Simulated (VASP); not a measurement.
# WSe2: relaxation of cell and atoms with r2SCAN+rVV10

The system is WSe2, a slab with vacuum.

```
Se W
1.0
     3.30486    0.00000    0.00000
    -1.65243    2.86209    0.00000
     0.00000    0.00000   21.34626
Se W
2 1
Direct
  0.33333 0.66667 0.42191
  0.33333 0.66667 0.57809
  0.66667 0.33333 0.50000
```

```
Program                : VASP 6.6.1
Task                   : relaxation of cell and atoms
Functional             : r2SCAN
Dispersion             : rVV10
Potentials or basis    : VASP PAW PBE potentials, release 64 (Se, W_sv)
Cutoff                 : 600 eV
k mesh                 : 12 × 12 × 1
Occupations            : gaussian, width 0.03 eV
Spin                   : no spin polarisation
Further INCAR settings : ALGO = Normal; EDIFF = 1e-07; IBRION = 2; EDIFFG = -0.005; NSW = 90; ISIF = 3
```

| Item | Value |
| --- | --- |
| Largest force after relaxing | 0.004 eV/Å |
| Band gap on the k mesh | 1.69 eV, direct |

Forces in eV/Å, atoms in the order of the input:
```
Se   0.000  0.000  0.004
Se   0.000  0.000 -0.004
W    0.000  0.000  0.000
```

Final structure:
```
Se W
1.0
     3.30486    0.00000    0.00000
    -1.65243    2.86209    0.00000
     0.00000    0.00000   21.34626
Se W
2 1
Direct
  0.33333 0.66667 0.42191
  0.33333 0.66667 0.57809
  0.66667 0.33333 0.50000
```

Levels at points of the mesh, in eV from the valence-band top:
| k point | band 10 | band 11 | band 12 | band 13 | band 14 | band 15 | band 16 | band 17 |
| --- | --- | --- | --- | --- | --- | --- | --- | --- |
| (0.00, 0.00, 0.00) | -2.28 | -1.35 | -1.35 | -0.30 | 3.11 | 3.11 | 3.29 | 3.29 |
| (0.50, 0.00, 0.00) | -3.18 | -2.26 | -1.06 | -1.04 | 2.54 | 2.93 | 4.05 | 4.65 |

Wall time 23 min on 1 thread of Intel(R) Xeon(R) 6975P-C (Granite Rapids), on a shared host, peak memory 0.94 GiB.

Caveat: the relaxation stopped at its first step, so nothing moved; the PAW data sets were made with another functional, which shifts forces and pressure a little; spin-orbit coupling is left out, which moves the levels of the heavy elements. r2SCAN opens gaps a little over a GGA but as a rule still falls short of measured ones.
